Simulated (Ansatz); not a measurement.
# Property card for SnO2

Theory: Ansatz 0.2.0, DFT r2SCAN, scalar-relativistic, plane waves, PAW.

Plane waves to 500 eV, a k mesh through Γ of 6×6×6 on the computed 12-atom cell and Gaussian smearing (0.02 eV); no spin polarisation.

The structure is relaxed at this level of theory with its symmetry kept.

```
Sn O
1.0
    -3.20056    3.36552    3.36553
     3.20056   -3.36552    3.36553
     3.20056    3.36552   -3.36553
Sn O
4 8
Direct
  0.99997 0.24997 0.75000
  0.00003 0.75003 0.25000
  0.50000 0.50000 0.50000
  0.50000 0.00000 0.00000
  0.19410 0.19413 0.50003
  0.69414 0.75004 0.94410
  0.19410 0.69407 0.99997
  0.30594 0.75004 0.55590
  0.69406 0.24996 0.44410
  0.30586 0.24996 0.05590
  0.80590 0.30593 0.00003
  0.80590 0.80587 0.49997
```

```
Space group                                                                                                                                                                                                                          : P4_2/mnm (No. 136)
Volume per atom                                                                                                                                                                                                                      : 81.5 bohr³
Formation energy from the elements' standard states (uncorrected)                                                                                                                                                                    : -1.869 eV/atom
Generalised Kohn–Sham band gap                                                                                                                                                                                                       : 1.77 eV, direct at Γ
Löwdin character of the top 1 eV of the valence band                                                                                                                                                                                 : O 2p 98 %
Löwdin character of the lowest 1 eV of the conduction band                                                                                                                                                                           : Sn 5s 55 %, O 2s 25 %, O 2p 14 %
Electron masses at the edge by Cartesian direction of the computed cell, whose vectors are (-3.201, 3.366, 3.366), (3.201, -3.366, 3.366), (3.201, 3.366, -3.366) Å (m_e; degenerate bands sorted by energy; no spin-orbit coupling) : x: 0.19; y: 0.23; z: 0.23
Hole masses at the edge by Cartesian direction of the computed cell, whose vectors are (-3.201, 3.366, 3.366), (3.201, -3.366, 3.366), (3.201, 3.366, -3.366) Å (m_e; degenerate bands sorted by energy; no spin-orbit coupling)     : x: 1.7; y: 1.3; z: 1.3
Bulk modulus                                                                                                                                                                                                                         : 201 GPa
Its pressure derivative                                                                                                                                                                                                              : 5.2
```